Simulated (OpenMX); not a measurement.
A run of OpenMX 3.8.5 is set up as follows.

The input MgB2.dat:

```
System.CurrrentDirectory             ./
System.Name                          MgB2
DATA.PATH                            ./DFT_DATA13
level.of.stdout                      1
level.of.fileout                     0
Species.Number                       2
<Definition.of.Atomic.Species
  Mg  Mg7.0-s3p2d1           Mg_PBE13
  B   B7.0-s2p2d1            B_PBE13
Definition.of.Atomic.Species>

Atoms.Number                         3
Atoms.SpeciesAndCoordinates.Unit     FRAC
<Atoms.SpeciesAndCoordinates
    1  Mg    0.0000000000    0.0000000000    0.0000000000   4.000  4.000
    2  B     0.6666666667    0.3333333333    0.5000000000   1.500  1.500
    3  B     0.3333333333    0.6666666667    0.5000000000   1.500  1.500
Atoms.SpeciesAndCoordinates>

Atoms.UnitVectors.Unit               Ang
<Atoms.UnitVectors
     3.0850000000    0.0000000000    0.0000000000
    -1.5425000000    2.6716883707    0.0000000000
     0.0000000000    0.0000000000    3.5230000000
Atoms.UnitVectors>

scf.XcType                           GGA-PBE
scf.SpinPolarization                 off
scf.ElectronicTemperature            580.226
scf.energycutoff                     500.0
scf.maxIter                          100
scf.EigenvalueSolver                 band
scf.Kgrid                            7 7 7
scf.Mixing.Type                      rmm-diisk
scf.Init.Mixing.Weight               0.05
scf.Min.Mixing.Weight                0.001
scf.Max.Mixing.Weight                0.3
scf.Mixing.History                   25
scf.Mixing.StartPulay                8
scf.criterion                        1.0e-8
scf.stress.tensor                    on
MD.Type                              nomd
```

Potentials or basis: OpenMX 2013 PBE set, Mg7.0-s3p2d1, B7.0-s2p2d1, grid cutoff 500 Ry.

Launch:

```bash
$ openmx MgB2.dat -nt 1 > MgB2.std
```

Q: What does it give for the pressure?

A: -0.3 GPa.

Q: Estimate the band gap on the k mesh.

A: None (metal or under the smearing width).

Q: What does it give for the largest force?

A: 0.008 eV/Å.

Forces in eV/Å, atoms in the order of the input:
```
Mg   0.000  0.000  0.000
B    0.000  0.008  0.000
B    0.000 -0.008  0.000
```

Caveat: the basis of atomic orbitals isn't converged, which shifts pressures, moduli and gaps.
